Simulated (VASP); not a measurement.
# MgO (Fm-3m) in VASP: a series of runs

One crystal, MgO, is run at these levels: PBEsol, RPBE; tasks: relaxation of cell and atoms.

All numbers are computed with VASP 6.6.1; they aren't measurements. Logs are shortened: lines on timing, memory, paths and dates and some standing lists are left out, and cuts for length are marked.

## (1) The structure

It takes space group Fm-3m (No. 225, cubic). Conventional cell: a = 4.249 Å, b = 4.249 Å, c = 4.249 Å, α = 90.00°, β = 90.00°, γ = 90.00°. Around Mg (site symmetry m-3m) lie 6 O at 2.12 Å. O (site symmetry m-3m) is surrounded by 6 Mg at 2.12 Å.

## (2) Relaxation of cell and atoms, PBEsol

Contents of INCAR:

```
SYSTEM = MgO
  ALGO = Normal
  EDIFF = 1E-7
  EDIFFG = -0.005
  ENCUT = 480
  GGA = PS
  IBRION = 2
  ISIF = 3
  ISMEAR = 0
  LASPH = .TRUE.
  LCHARG = .FALSE.
  LREAL = .FALSE.
  LWAVE = .FALSE.
  NELM = 60
  NSW = 90
  PREC = Accurate
  SIGMA = 0.02
```

Contents of KPOINTS:

```
k-points
0
G
  10 10 10
  0 0 0
```

Contents of POSCAR:

```
MgO
1.0
    0.0000000000      2.1245000000      2.1245000000
    2.1245000000      0.0000000000      2.1245000000
    2.1245000000      2.1245000000      0.0000000000
Mg O
1 1
Direct
    0.0000000000      0.0000000000      0.0000000000
    0.5000000000      0.5000000000      0.5000000000
```

Potentials or basis: VASP PAW PBE potentials, release 64 (Mg, O_s).

Run with:

```sh
cat potpaw_PBE.64/Mg/POTCAR potpaw_PBE.64/O_s/POTCAR > POTCAR
mpirun -np 1 vasp_std > vasp.out
```

OUTCAR:

```text
SYSTEM = MgO
   EDIFF = 1E-7
   EDIFFG = -0.005
   ENCUT = 480
   GGA = PS
   IBRION = 2
   ISIF = 3
   ISMEAR = 0
   LASPH = .TRUE.
   LREAL = .FALSE.
   NELM = 60
   NSW = 90
   PREC = Accurate

 ion  position               nearest neighbor table
   1  0.000  0.000  0.000-   2 2.12   2 2.12   2 2.12   2 2.12   2 2.12   2 2.12
   2  0.500  0.500  0.500-   1 2.12   1 2.12   1 2.12   1 2.12   1 2.12   1 2.12

  LATTYP: Found a face centered cubic cell.
 ALAT       =     4.2490000000

  Lattice vectors:

 A1 = (   0.0000000000,   2.1245000000,   2.1245000000)
 A2 = (   2.1245000000,   0.0000000000,   2.1245000000)
 A3 = (   2.1245000000,   2.1245000000,   0.0000000000)

Analysis of symmetry for initial positions (statically):
=====================================================================
 Subroutine PRICEL returns:
 Original cell was already a primitive cell.

 Routine SETGRP: Setting up the symmetry group for a
 face centered cubic supercell.

 Subroutine GETGRP returns: Found 48 space group operations
 (whereof 48 operations were pure point group operations)
 out of a pool of 48 trial point group operations.

The static configuration has the point symmetry O_h .

Analysis of symmetry for dynamics (positions and initial velocities):
=====================================================================
 Subroutine PRICEL returns:
 Original cell was already a primitive cell.

 Routine SETGRP: Setting up the symmetry group for a
 face centered cubic supercell.

 Subroutine GETGRP returns: Found 48 space group operations
 (whereof 48 operations were pure point group operations)
 out of a pool of 48 trial point group operations.

The dynamic configuration has the point symmetry O_h .

 Subroutine INISYM returns: Found 48 space group operations
 (whereof 48 operations are pure point group operations),
 and found     1 'primitive' translations

----------------------------------------------------------------------------------------

                                     Primitive cell

  volume of cell :      19.1779

  direct lattice vectors                    reciprocal lattice vectors
     0.000000000  2.124500000  2.124500000    -0.235349494  0.235349494  0.235349494
     2.124500000  0.000000000  2.124500000     0.235349494 -0.235349494  0.235349494
     2.124500000  2.124500000  0.000000000     0.235349494  0.235349494 -0.235349494

  length of vectors
[... 100 lines left out ...]
   IMIX   =      4    mixing-type and parameters
     AMIX     =   0.40;   BMIX     =  1.00
     AMIX_MAG =   1.60;   BMIX_MAG =  1.00
  volume/ion in A,a.u.               =       9.59        64.71
  Fermi-wavevector in a.u.,A,eV,Ry     =   1.223221  2.311552 20.357968  1.496268
  Thomas-Fermi vector in A             =   2.358339
   LORBIT       =      0    0 simple, 1 ext, 2 COOP (PROOUT), +10 PAW based schemes
   GGA     = PS    functional components
   LHFCALC =     F    Hartree Fock is set to
   AEXX    =    0.0000 exact exchange contribution
   IVDW    =     0    specifies the selected vdW correction
   LEPSILON=     F    determine dielectric tensor
   LRPA    =     F    only Hartree local field effects (RPA)
 conjugate gradient relaxation of ions
 non-spin polarized calculation
 Gauss-broadening in eV      SIGMA  =   0.02
  energy-cutoff  :      480.00
  volume of cell :       19.18
 maximum number of plane-waves:       469
 NGX is ok and might be reduce to    24
   NGX = 11   NGY = 11   NGZ = 11

--------------------------------------- Ionic step        1  -------------------------------------------

 number of electron       8.0000001 magnetization

 Free energy of the ion-electron system (eV)
  ---------------------------------------------------
  ext. energy  EPLUGINS =         0.00000000
  ---------------------------------------------------
  free energy    TOTEN  =       -12.50629867 eV

  energy without entropy =      -12.50629867  energy(sigma->0) =      -12.50629867

------------------------ aborting loop because EDIFF is reached ----------------------------------------

  FORCE on cell =-STRESS in cart. coord.  units (eV):
  Direction    XX          YY          ZZ          XY          YZ          ZX
  --------------------------------------------------------------------------------------
  -------------------------------------------------------------------------------------
  Total       -0.5205093     -0.5205093     -0.5205093      0.0000000     -0.0000000      0.0000000
  in kB      -43.4849431    -43.4849431    -43.4849431      0.0000000     -0.0000000      0.0000000
  external PRESSURE =     -43.4849431 kB  Pullay stress =       0.0000000 kB
[... 59 lines left out ...]
--------------------------------------- Ionic step        3  -------------------------------------------

 number of electron       8.0000003 magnetization

 Free energy of the ion-electron system (eV)
  ---------------------------------------------------
  ext. energy  EPLUGINS =         0.00000000
  ---------------------------------------------------
  free energy    TOTEN  =       -12.51381207 eV

  energy without entropy =      -12.51381207  energy(sigma->0) =      -12.51381207

 E-fermi :   3.5719     XC(G=0): -11.3269

 val. band max:        3.3844981527   @ k =   0.0000   0.0000   0.0000
 cond. band min:       8.0446296908   @ k =   0.0000   0.0000   0.0000
 fundamental gap:      4.6601315381
 Fermi energy:         3.5718878833

 k-point     1 :       0.0000    0.0000    0.0000
  band No.  band energies     occupation
      1     -13.8273      2.00000
      2       3.3845      2.00000
      3       3.3845      2.00000
      4       3.3845      2.00000
      5       8.0446      0.00000
      6      19.0534      0.00000
      7      19.0534      0.00000
      8      19.0534      0.00000
[... 243 lines left out ...]
 k-point    24 :       0.4000    0.3000    0.0000
  band No.  band energies     occupation
      1     -12.5550      2.00000
      2      -0.2508      2.00000
      3       2.0575      2.00000
      4       2.2818      2.00000
      5      12.8779      0.00000
      6      13.4116      0.00000
      7      16.9008      0.00000
      8      21.4677      0.00000

 [... further k-points ...]

------------------------ aborting loop because EDIFF is reached ----------------------------------------

  FORCE on cell =-STRESS in cart. coord.  units (eV):
  Direction    XX          YY          ZZ          XY          YZ          ZX
  --------------------------------------------------------------------------------------
  -------------------------------------------------------------------------------------
  Total        0.0006546      0.0006546      0.0006546      0.0000000      0.0000000      0.0000000
  in kB        0.0562761      0.0562761      0.0562761      0.0000000      0.0000000      0.0000000
  external PRESSURE =       0.0562761 kB  Pullay stress =       0.0000000 kB
[... 17 lines left out ...]
  FREE ENERGIE OF THE ION-ELECTRON SYSTEM (eV)
  ---------------------------------------------------
  free  energy   TOTEN  =       -12.5138120748 eV

  energy  without entropy=      -12.5138120748  energy(sigma->0) =      -12.51381207

 reached required accuracy - stopping structural energy minimisation
```

OSZICAR:

```text
N       E                     dE             d eps       ncg     rms          rms(c)
DAV:   1     0.224636080146E+02    0.22464E+02   -0.46246E+03   824   0.853E+02
DAV:   2    -0.134676166675E+02   -0.35931E+02   -0.35307E+02   792   0.190E+02
DAV:   3    -0.139097745142E+02   -0.44216E+00   -0.44216E+00  1000   0.252E+01
DAV:   4    -0.139106582710E+02   -0.88376E-03   -0.88376E-03   976   0.896E-01
[... 23 lines left out ...]
DAV:   3    -0.125138623072E+02    0.86630E-04   -0.22059E-04   816   0.198E-01    0.157E-01
DAV:   4    -0.125138134496E+02    0.48858E-04   -0.36572E-05   784   0.809E-02    0.236E-02
DAV:   5    -0.125138122945E+02    0.11551E-05   -0.49421E-06   784   0.164E-02    0.119E-02
DAV:   6    -0.125138121395E+02    0.15502E-06   -0.54281E-07   800   0.808E-03    0.106E-03
DAV:   7    -0.125138120748E+02    0.64734E-07   -0.75066E-09   408   0.850E-04
   3 F= -.12513812E+02 E0= -.12513812E+02  d E =-.751341E-02
```

CONTCAR:

```text
MgO
   1.00000000000000
     0.0000000000000000    2.1043617133041548    2.1043617133041543
     2.1043617133041543    0.0000000000000000    2.1043617133041543
     2.1043617133041543    2.1043617133041548    0.0000000000000000
  Mg              O
     1     1
Direct
     0.0000000000000000    0.0000000000000000    0.0000000000000000
     0.5000000000000000    0.5000000000000000    0.5000000000000000

  0.00000000E+00  0.00000000E+00  0.00000000E+00
  0.00000000E+00  0.00000000E+00  0.00000000E+00
```

Wall time 18 s (1 thread of AMD EPYC 7R43 (Zen 3), shared host); peak memory 0.11 GiB.

Results:

```
Free energy                            : -12.5138 eV
Relaxed volume                         : 9.32 Å³/atom
Relaxed cell                           : a = 2.976 Å, b = 2.976 Å, c = 2.976 Å, α = 60.00°, β = 60.00°, γ = 60.00°
Space group after relaxing (to 0.05 Å) : Fm-3m (No. 225)
Energy gained by relaxing              : 3.8 meV/atom
Ionic steps                            : 3
Pressure after relaxing                : 0.0 GPa
Band gap on the k mesh                 : 4.66 eV, direct
```

Step by step:
| step | energy change (eV) | largest force (eV/Å) | pressure (GPa) | volume (Å³) |
| --- | --- | --- | --- | --- |
| 1 | 0.0000 | 0.0000 | -4.35 | 19.18 |
| 2 | -0.0067 | 0.0000 | 1.55 | 18.46 |
| 3 | -0.0075 | 0.0000 | 0.01 | 18.64 |

Final structure:
```cif
data_structure
_symmetry_space_group_name_H-M 'P 1'
_symmetry_Int_Tables_number 1
_cell_length_a 2.9760
_cell_length_b 2.9760
_cell_length_c 2.9760
_cell_angle_alpha 60.000
_cell_angle_beta 60.000
_cell_angle_gamma 60.000
_cell_volume 18.64
loop_
_atom_site_label
_atom_site_type_symbol
_atom_site_fract_x
_atom_site_fract_y
_atom_site_fract_z
_atom_site_occupancy
Mg1 Mg 0.00000 0.00000 0.00000 1
O1 O 0.50000 0.50000 0.50000 1
```

Caveat: the PAW data sets were made with another functional, which shifts forces and pressure a little.

## (3) Relaxation of cell and atoms, RPBE

INCAR, as its differences from that of step 2:

```diff
@@ -4,4 +4,4 @@
   EDIFFG = -0.005
-  ENCUT = 480
-  GGA = PS
+  ENCUT = 600
+  GGA = RP
   IBRION = 2
```

KPOINTS is that of step 2.

POSCAR is that of step 2.

Potentials or basis: VASP PAW PBE potentials, release 64 (Mg, O).

Run with:

```sh
cat potpaw_PBE.64/Mg/POTCAR potpaw_PBE.64/O/POTCAR > POTCAR
mpirun -np 1 vasp_std > vasp.out
```

Run time: 17 s. Hardware: 1 thread of AMD EPYC 7R43 (Zen 3), shared host; peak memory 0.11 GiB.

It converged, with:

* Free energy: -11.2480 eV
* Relaxed volume: 9.85 Å³/atom
* Relaxed cell: a = 3.032 Å, b = 3.032 Å, c = 3.032 Å, α = 60.00°, β = 60.00°, γ = 60.00°
* Space group after relaxing (to 0.05 Å): Fm-3m (No. 225)
* Energy gained by relaxing: 3.2 meV/atom
* Ionic steps: 3
* Pressure after relaxing: 0.0 GPa
* Band gap on the k mesh: 4.33 eV, direct

The path:
| step | energy change (eV) | largest force (eV/Å) | pressure (GPa) | volume (Å³) |
| --- | --- | --- | --- | --- |
| 1 | 0.0000 | 0.0000 | 4.02 | 19.18 |
| 2 | -0.0059 | 0.0000 | -1.04 | 19.85 |
| 3 | -0.0064 | 0.0000 | 0.00 | 19.70 |

Final structure:
```yaml
crystal:
  lattice:
    - [0.00000, 2.14371, 2.14371]
    - [2.14371, 0.00000, 2.14371]
    - [2.14371, 2.14371, 0.00000]
  atoms:
    - { symbol: Mg, position: [0.00000, 0.00000, 0.00000] }
    - { symbol: O, position: [0.50000, 0.50000, 0.50000] }
```

Levels at points of the mesh, in eV from the valence-band top:
```
           k point  band 1  band 2  band 3  band 4  band 5  band 6  band 7  band 8
(0.00, 0.00, 0.00)  -17.08    0.00    0.00    0.00    4.33   15.63   15.63   15.63
(0.50, 0.00, 0.00)  -15.94   -4.35   -0.59   -0.59    7.67   12.14   15.92   15.92
(0.50, 0.50, 0.00)  -15.71   -3.84   -1.27   -1.27    9.16    9.59   12.66   18.36
```

Caveat: the PAW data sets were made with another functional, which shifts forces and pressure a little.
